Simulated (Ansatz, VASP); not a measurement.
# Al: VASP beside Ansatz

INCAR

```
ALGO = Normal
EDIFF = 1E-6
EDIFFG = -0.02
ENCUT = 600
GGA = RE
IBRION = 2
ISIF = 3
ISMEAR = -1
LASPH = True
LCHARG = False
LREAL = False
LWAVE = False
NELM = 60
NSW = 80
PREC = Accurate
SIGMA = 0.05
```

Contents of KPOINTS:

```
k-points
0
Gamma
  11 11 11
```

POSCAR

```
Al
1.0
    0.0000000000      2.0248050000      2.0248050000
    2.0248050000      0.0000000000      2.0248050000
    2.0248050000      2.0248050000      0.0000000000
Al
1
Direct
    0.0000000000      0.0000000000      0.0000000000
```

File input.yaml:

```yaml
crystal:
  lattice:
    - [0.0, 2.024805, 2.024805]
    - [2.024805, 0.0, 2.024805]
    - [2.024805, 2.024805, 0.0]
  atoms:
    - { symbol: Al, position: [0.0, 0.0, 0.0] }
kpoints:
  mp_grid: { grid: [11, 11, 11] }
scf:
  occupations: { method: fermi_dirac, width: 0.05 }
hamiltonian:
  xc: revpbe
  pseudopotentials: { kind: all_electron, lapw: { basis_error: 0.001 } }
output:
  forces: true
  stress: true
relax:
  f_tol: 0.02
  max_steps: 60
  cell: {}
```

Alike in both runs: task relaxation of cell and atoms; functional revPBE; k mesh 11 × 11 × 11; occupations fermi-dirac, width 0.05 eV; no spin polarisation.

|  | VASP | Ansatz |
| --- | --- | --- |
| version | VASP 6.6.1 | Ansatz 0.2.0 |
| potentials or method | VASP PAW PBE potentials, release 64 (Al) | all-electron LAPW, scalar-relativistic |
| plane-wave cutoff (eV) | 600 | see its input |

Ansatz gave:

```
relaxed volume (Å³/atom)                                     : 16.75
relaxed cell length with the largest relative difference (Å) : 2.872
```

Problem. Estimate VASP's values.

Solution. Relaxed volume (Å³/atom): 16.74; relaxed cell length with the largest relative difference (Å): 2.871.

Ansatz ran all-electron here, so the differences hold the error of VASP's frozen core and of both bases.

Caveats: the PAW data sets were made with another functional, which shifts forces and pressure a little (VASP). Zero-point motion and thermal expansion aren't in these numbers.
